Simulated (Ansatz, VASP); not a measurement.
# One calculation of Ru, two programs

File INCAR:

```
PREC = Accurate ; ENCUT = 520
EDIFF = 1E-6 ; ISMEAR = -1
SIGMA = 0.05 ; LREAL = F
LASPH = T ; NELM = 100
ALGO = Fast ; ISIF = 2
LWAVE = F ; LCHARG = F
GGA = PS ; NBANDS = 21
```

KPOINTS

```
regular mesh
0
Gamma
  11 11 6
```

The input POSCAR:

```
Ru
1.0
    2.7237197275      0.0000000000      0.0000000000
   -1.3618598638      2.3588104769      0.0000000000
    0.0000000000      0.0000000000      4.3102577801
Ru
2
Direct
    0.6666666667      0.3333333333      0.7500000000
    0.3333333333      0.6666666667      0.2500000000
```

input.yaml

```yaml
crystal:
  lattice:
    - [2.7237197275, 0.0, 0.0]
    - [-1.3618598638, 2.3588104769, 0.0]
    - [0.0, 0.0, 4.3102577801]
  atoms:
    - { symbol: Ru, position: [0.6666666667, 0.3333333333, 0.75] }
    - { symbol: Ru, position: [0.3333333333, 0.6666666667, 0.25] }
kpoints:
  mp_grid: { grid: [11, 11, 6] }
scf:
  occupations: { method: fermi_dirac, width: 0.05 }
hamiltonian:
  xc: pbesol
  pseudopotentials: { kind: all_electron, lapw: { basis_error: 0.001 } }
output:
  forces: true
  stress: true
  eigenvalues: true
```

Change from the starting cell: volume scaled by 1.02.

Alike in both runs: task single point; functional PBEsol; k mesh 11 × 11 × 6; occupations fermi-dirac, width 0.05 eV; no spin polarisation.

|  | VASP | Ansatz |
| --- | --- | --- |
| version | VASP 6.6.1 | Ansatz 0.2.0 |
| potentials or method | VASP PAW PBE potentials, release 64 (Ru_pv) | all-electron LAPW, scalar-relativistic |
| plane-wave cutoff (eV) | 520 | see its input |

```tsv
	VASP	Ansatz	Ansatz less VASP
gap on the k mesh at the Fermi level (eV)	none	none	-
pressure (GPa)	-12.3	-12.2	+0.06
largest component of the traceless stress (GPa)	0.59	0.62	+0.028
```

A gap of «none» marks a metal or a gap that the smearing closes. Ansatz ran all-electron here, so the differences hold the error of VASP's frozen core and of both bases.

Caveats: the PAW data sets were made with another functional, which shifts forces and pressure a little (VASP).
